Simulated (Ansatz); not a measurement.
CaF₂ (started from an entry of an open crystallographic database), relaxed with r2SCAN in the PAW code Ansatz. It is cubic, Fm-3m (No. 225); a = 5.439 Å in the conventional setting, 13.41 Å³ an atom. Ca has 8 F at 2.36 Å; F has 4 Ca at 2.36 Å.

The axes x, y and z are those of this cell:
```
CELL_PARAMETERS angstrom
0.00000 2.71959 2.71959
2.71959 0.00000 2.71959
2.71959 2.71959 0.00000
ATOMIC_POSITIONS crystal
Ca 0.00000 0.00000 0.00000
F 0.25000 0.25000 0.25000
F 0.75000 0.75000 0.75000
```

Unstrained: The PBE gap is indirect, 7.376 eV (X to Γ), below the direct gap of 7.633 eV at Γ. The r2SCAN gap is indirect, 8.032 eV (X to Γ), below the direct gap of 8.293 eV at Γ. HSE06 gives an indirect gap of 9.449 eV, from X to Γ; the least direct gap is 9.719 eV at Γ. Meshes: PBE 8×8×8, r2SCAN 8×8×8, HSE06 6×6×6. Strains are changes of length per length. After each strain the atoms were relaxed again with r2SCAN within the symmetry that the strain leaves, so tilts or polar shifts that break it weren't tested; points keep the names that they have in the unstrained zone. No spin polarisation and no zero-point or thermal motion.

Q: One strain changed the r2SCAN stress by xx +0.33, yy +0.33, zz +1.15 GPa (compression positive) and the gap by +0.014 eV (PBE), +0.013 eV (r2SCAN), +0.017 eV (HSE06). Which kind of strain was it, and roughly how large?

A: Uniaxial -0.66 % along z, other directions held. The pattern of the stress gives the kind; the size needs the stiffness, so it is an estimate.

Q: Apply isotropic +4.15 % on every length. How far does the gap move, against the unstrained cell?

A: PBE: the gap goes from 7.376 to 6.674 eV (-0.702 eV). r2SCAN: the gap goes from 8.032 to 7.333 eV (-0.699 eV). HSE06: the gap goes from 9.449 to 8.700 eV (-0.749 eV). The r2SCAN energy rises by 50.4 meV an atom.

The meshes of the hybrids are coarse, so their gaps aren't converged to the digits shown.
